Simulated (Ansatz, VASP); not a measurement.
## One calculation of MgS, two programs

```
CELL_PARAMETERS angstrom
3.63482 0.00000 0.00000
-1.81741 3.14785 0.00000
0.00000 0.00000 3.32715
ATOMIC_POSITIONS crystal
Mg 0.00000 0.00000 0.50000
S 0.66667 0.33333 0.00000
```

The cell was built by a generator and needn't be a form met in nature.

Alike in both runs: task single point; functional PBE; k mesh 9 × 9 × 8; occupations fermi-dirac, width 0.05 eV; no spin polarisation.

|  | VASP | Ansatz |
| --- | --- | --- |
| version | VASP 6.6.1 | Ansatz 0.2.0 |
| potentials or method | VASP PAW PBE potentials, release 64 (Mg, S) | Ansatz PAW |
| plane-wave cutoff (eV) | 520 | 420 |
| valence electrons in the cell | 8 | 16 |

Ansatz gave:

- gap on the k mesh at the Fermi level (eV): 1.31
- least direct gap on the mesh (eV): 2.23
- pressure (GPa): -1.3
- largest component of the traceless stress (GPa): 0.28

Q: Estimate VASP's values.

A: gap on the k mesh at the Fermi level (eV): 1.29; least direct gap on the mesh (eV): 2.21; pressure (GPa): -1.6; largest component of the traceless stress (GPa): 0.31.

The two sets of potentials don't hold the same shells in valence.

Caveats: an odd mesh through Γ misses points on the zone boundary, where band edges often lie (VASP); odd divisions of the mesh miss points on the zone boundary, where band edges often lie, so the gap on the mesh can be too wide (Ansatz). PBE gaps usually lie below the measured ones, often by a third to a half.
